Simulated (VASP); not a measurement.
## InP: G0W0 quasiparticle levels with PBE

The system is InP.

```
CELL_PARAMETERS angstrom
0.00000 2.97933 2.97933
2.97933 0.00000 2.97933
2.97933 2.97933 0.00000
ATOMIC_POSITIONS crystal
In 0.00000 0.00000 0.00000
P 0.25000 0.25000 0.25000
```

The cell was built by a generator and needn't be a form met in nature.

```json
{
  "Program": "VASP 6.6.1",
  "Task": "G0W0 quasiparticle levels",
  "Functional": "PBE",
  "Potentials or basis": "VASP PAW PBE potentials, release 64 (In_d_GW, P_GW)",
  "Cutoff": "400 eV",
  "k mesh": "4 × 4 × 4",
  "Occupations": "gaussian, width 0.01 eV",
  "Spin": "no spin polarisation",
  "GW scheme": "G0W0",
  "Cutoff of the response function": "150",
  "Empty bands": "213",
  "Frequency points": "60",
  "GW iterations": "1",
  "Further INCAR settings": "ALGO = EVGW0; EDIFF = 1e-08; NBANDS = 222"
}
```

* Band gap on the k mesh, mean-field level: 0.42 eV, direct
* Quasiparticle gap: 0.88 eV
* Least direct quasiparticle gap: 0.88 eV

Levels at points of the mesh, in eV from the valence-band top:
| k point | band 6 | band 7 | band 8 | band 9 | band 10 | band 11 | band 12 | band 13 |
| --- | --- | --- | --- | --- | --- | --- | --- | --- |
| (0.00, 0.00, 0.00) | -11.20 | 0.00 | 0.00 | 0.00 | 0.42 | 4.05 | 4.05 | 4.05 |
| (0.50, 0.00, 0.00) | -9.63 | -5.50 | -0.91 | -0.91 | 1.36 | 4.77 | 4.77 | 6.98 |
| (0.50, 0.50, 0.00) | -9.02 | -5.57 | -2.17 | -2.17 | 1.82 | 2.24 | 8.91 | 9.23 |

Run time: 3.7 min on 1 thread of Intel(R) Xeon(R) 6975P-C (Granite Rapids) (shared host), peak memory 0.5 GiB.

Caveat: the k mesh is coarse (spacing up to 0.46 Å⁻¹), so the values aren't converged; bands, screening cutoff and mesh are small and nothing is extrapolated, so the quasiparticle values aren't converged; spin-orbit coupling is left out, which moves the levels of the heavy elements.
